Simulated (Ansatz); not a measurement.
## InSe: relaxation of the atoms with PBE

The system is InSe.

```xyz
4
Lattice="5.8264 -2.0546 0.0000 5.8264 2.0546 0.0000 -1.7232 0.0000 4.9622" Properties=species:S:1:pos:R:3 pbc="T T T"
In   10.2693    0.0000    0.2324
In   -0.3398    0.0000    4.7298
Se    6.5489    0.0000    3.3195
Se    3.3807    0.0000    1.6427
```

The cell comes from a database or a generator and needn't be the stable form of this composition.

The cell isn't the ideal one: strained by +4 %.

```yaml
Program: Ansatz 0.2.0
Task: relaxation of the atoms
Functional: PBE
Potentials_or_basis: Ansatz PAW
Cutoff: "420 eV (not typed: the program's choice for these potentials)"
k_mesh: 5 × 5 × 5
Occupations: fermi-dirac, width 0.05 eV
Spin: no spin polarisation
```

- Energy gained by relaxing: 1.9 meV/atom
- Ionic steps: 3
- Pressure after relaxing: 0.3 GPa
- Largest force after relaxing: 0.007 eV/Å
- Band gap on the k mesh: 1.15 eV, direct

Forces in eV/Å, atoms in the order of the input:
```
In   0.006  0.000  0.004
In  -0.006  0.000 -0.004
Se  -0.002  0.000  0.002
Se   0.002  0.000 -0.002
```

Stress tensor (GPa, compression positive):
```
 0.17  0.00 -0.09
 0.00  0.65  0.00
-0.09  0.00  0.21
```

Step by step:
```csv
step,energy change (eV),largest force (eV/Å)
1,0.0000,0.2335
2,-0.0075,0.0194
3,-0.0075,0.0067
```

Final structure:
```
In Se
1.0
     5.82639   -2.05465    0.00000
     5.82639    2.05465    0.00000
    -1.72323    0.00000    4.96220
In Se
2 2
Direct
  0.88781 0.88781 0.04956
  0.11219 0.11219 0.95044
  0.66316 0.66316 0.67252
  0.33684 0.33684 0.32748
```

Levels at points of the mesh, in eV from the valence-band top:
```tsv
k point	band 25	band 26	band 27	band 28	band 29	band 30	band 31	band 32	band 33	band 34
(0.00, 0.00, 0.00)	-3.60	-2.17	-1.88	-1.33	-1.05	2.56	2.90	3.56	4.79	5.43
```

Run time: 15 s on 2 threads of Arm Neoverse V2, on a shared host, peak memory 0.49 GiB.

Caveat: odd divisions of the mesh miss points on the zone boundary, where band edges often lie, so the gap on the mesh can be too wide; spin-orbit coupling is left out, which moves the levels of the heavy elements; the thresholds are loose for stress. A k mesh can miss the band edges.
